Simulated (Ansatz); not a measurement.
# ZnSe (Stilleite): band edges up the ladder

The task here is to estimate one member of a computed series from the others.

Computed with Ansatz 0.2.0 (DFT PBEsol, scalar-relativistic, plane waves, PAW, unless a step's input says otherwise).

That is the level of the relaxation; later steps name their own.

1 further run of the same task is left out (set aside as unsound or not needed).

### Starting point

Symmetry: F-43m, No. 216, cubic system. The conventional cell has a = 5.633 Å, b = 5.633 Å, c = 5.633 Å, α = 90.00°, β = 90.00°, γ = 90.00°. Around Zn (site symmetry -43m) lie 4 Se at 2.44 Å. Around Se (site symmetry -43m) lie 4 Zn at 2.44 Å.

As a file:

```xyz
2
Lattice="0.0000 2.8166 2.8166 2.8166 0.0000 2.8166 2.8166 2.8166 0.0000" Properties=species:S:1:pos:R:3 pbc="T T T"
Zn    0.0000    0.0000    0.0000
Se    1.4083    1.4083    1.4083
```

This cell was relaxed beforehand with the same method: volume 22.34 Å³/atom, gap on the mesh 1.24 eV.

Set-up of the first run:

Contents of input.yaml:

```yaml
crystal:
  lattice:
    - [0.0, 2.8166002461, 2.8166002461]
    - [2.8166002461, 0.0, 2.8166002461]
    - [2.8166002461, 2.8166002461, 0.0]
  atoms:
    - { symbol: Zn, position: [0.0, 0.0, 0.0] }
    - { symbol: Se, position: [0.25, 0.25, 0.25] }
basis:
  ecutwfc: 420
kpoints:
  mp_grid: { grid: [8, 8, 8] }
  band_path: { path: [VBM, CBM], npoints: 2 }
hamiltonian:
  xc: pbesol
scf:
  occupations: { method: gaussian, width: 0.02 }
output:
  forces: true
  stress: true
  eigenvalues: true
```

Command:

```
$ ansatz run input.yaml --threads 2 --pin off --max-ram 5120MiB --backend cpu --events-out ev --progress --plain --runs-dir out
```

Steps of the session up to this table: Band edges over the whole zone; The run at PBEsol, 250 eV and coarse mesh; Levels with LDA; The run at PBE0; The run at Hartree-Fock.

One of the session's tables, all rows but one given; the rest of the session is left out.

```
                         level  gap (eV)  least direct gap (eV)
PBEsol, 250 eV and coarse mesh      1.28                   1.28
                           LDA      1.11                   1.11
                          PBE0         ?                      ?
                  Hartree-Fock      9.10                   9.10
```

**Question.** Estimate the row for PBE0.

The run gave: gap (eV): 3.12; least direct gap (eV): 3.12. In the column «gap (eV)» it lies between PBEsol, 250 eV and coarse mesh (1.28) and Hartree-Fock (9.10).

Gaps are by band count over the mesh and the named points; a gap of 0 means that the bands overlap or touch.

To keep in mind: Warnings in the runs' records: cutoff below recommended.
